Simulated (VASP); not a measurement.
These are PBE GGA with D3 dispersion (zero damping), VASP's PBE PAW potentials (set 64) (plane waves; VASP 6.6.1) values and carry that method's errors.

VASP input:

**KPOINTS**
```
k-points along high-symmetry lines
15
Line-mode
Reciprocal
  0.000000   0.000000   0.000000 ! GAMMA
  0.500000   0.000000   0.500000 ! X

  0.500000   0.000000   0.500000 ! X
  0.625000   0.250000   0.625000 ! U

  0.375000   0.375000   0.750000 ! K
  0.000000   0.000000   0.000000 ! GAMMA

  0.000000   0.000000   0.000000 ! GAMMA
  0.500000   0.500000   0.500000 ! L

  0.500000   0.500000   0.500000 ! L
  0.500000   0.250000   0.750000 ! W

  0.500000   0.250000   0.750000 ! W
  0.500000   0.000000   0.500000 ! X
```

### INCAR
```
ALGO  =  Normal
EDIFF  =  1E-7
ENCUT  =  520
GGA  =  PE
ICHARG  =  11
ISMEAR  =  0
IVDW  =  11
LASPH  =  .TRUE.
LCHARG  =  .FALSE.
LMAXMIX  =  4
LORBIT  =  11
LREAL  =  .FALSE.
LWAVE  =  .FALSE.
NELM  =  100
PREC  =  Accurate
SIGMA  =  0.05
SYSTEM  =  ZrO2
```

POSCAR:
```
ZrO2
1
    0.0000000000     2.5481715604     2.5481715604
    2.5481715604     0.0000000000     2.5481715604
    2.5481715604     2.5481715604     0.0000000000
Zr O
1 2
Direct
  0.0000000000   0.0000000000   0.0000000000
  0.2500000000   0.2500000000   0.2500000000
  0.7500000000   0.7500000000   0.7500000000
```

POTCAR, in this order: Zr_sv O (PBE.64 set). Program: vasp_std. Read from the step before: CHGCAR.

What VASP printed:

### OSZICAR
```
       N       E                     dE             d eps       ncg     rms          rms(c)
DAV:   1     0.191178605434E+03    0.19118E+03   -0.14745E+04  2880   0.154E+03
DAV:   2    -0.199173116192E+02   -0.21110E+03   -0.20767E+03  3920   0.386E+02
DAV:   3    -0.280201277430E+02   -0.81028E+01   -0.80937E+01  4368   0.732E+01
DAV:   4    -0.281837711141E+02   -0.16364E+00   -0.16362E+00  3920   0.828E+00
DAV:   5    -0.281866048473E+02   -0.28337E-02   -0.28337E-02  3928   0.790E-01
DAV:   6    -0.281866313252E+02   -0.26478E-04   -0.26478E-04  3832   0.816E-02
DAV:   7    -0.281866316787E+02   -0.35354E-06   -0.35353E-06  4096   0.803E-03
DAV:   8    -0.281866316812E+02   -0.24424E-08   -0.24612E-08  3112   0.860E-04
   1 F= -.28752993E+02 E0= -.28752993E+02  d E =-.803729E-13
```

File OUTCAR:
```
 val. band max:        7.1813548665   @ k =   0.5000   0.0000   0.5000

 cond. band min:      10.5238307851   @ k =   0.0000   0.0000   0.0000



 k-point     1 :       0.0000    0.0000    0.0000
  band No.  band energies     occupation
      1     -40.9245      2.00000
      2     -18.7441      2.00000
      3     -18.7441      2.00000
      4     -18.7441      2.00000
      5     -10.9976      2.00000
      6      -8.4532      2.00000
      7       1.9717      2.00000
      8       1.9717      2.00000
      9       1.9717      2.00000
     10       6.6515      2.00000
     11       6.6515      2.00000
     12       6.6515      2.00000
     13      10.5238      0.00000
     14      10.5238      0.00000
     15      13.7331      0.00000
     16      16.5032      0.00000

 k-point     2 :       0.0357    0.0000    0.0357
  band No.  band energies     occupation
      1     -40.9237      2.00000
      2     -18.7549      2.00000
      3     -18.7463      2.00000
      4     -18.7463      2.00000
      5     -10.9727      2.00000
      6      -8.4720      2.00000
      7       1.9867      2.00000
      8       1.9867      2.00000
      9       2.0234      2.00000
     10       6.5304      2.00000
     11       6.6556      2.00000
     12       6.6556      2.00000
     13      10.5381      0.00000
     14      10.5810      0.00000
     15      13.7977      0.00000
     16      16.4544      0.00000

 k-point     3 :       0.0714    0.0000    0.0714
  band No.  band energies     occupation
      1     -40.9215      2.00000
      2     -18.7861      2.00000
      3     -18.7527      2.00000
      4     -18.7527      2.00000
      5     -10.8991      2.00000
      6      -8.5262      2.00000
      7       2.0317      2.00000
      8       2.0317      2.00000
      9       2.1768      2.00000
     10       6.1999      2.00000
     11       6.6664      2.00000
     12       6.6664      2.00000
     13      10.5806      0.00000
     14      10.7257      0.00000
...
```

The density is held fixed in this step, so its total energy and stress have no physical meaning.

The compound is ZrO2 in the fluorite structure, the high-temperature cubic form, which is unstable at 0 K; the monoclinic form is the stable one. It was relaxed first.
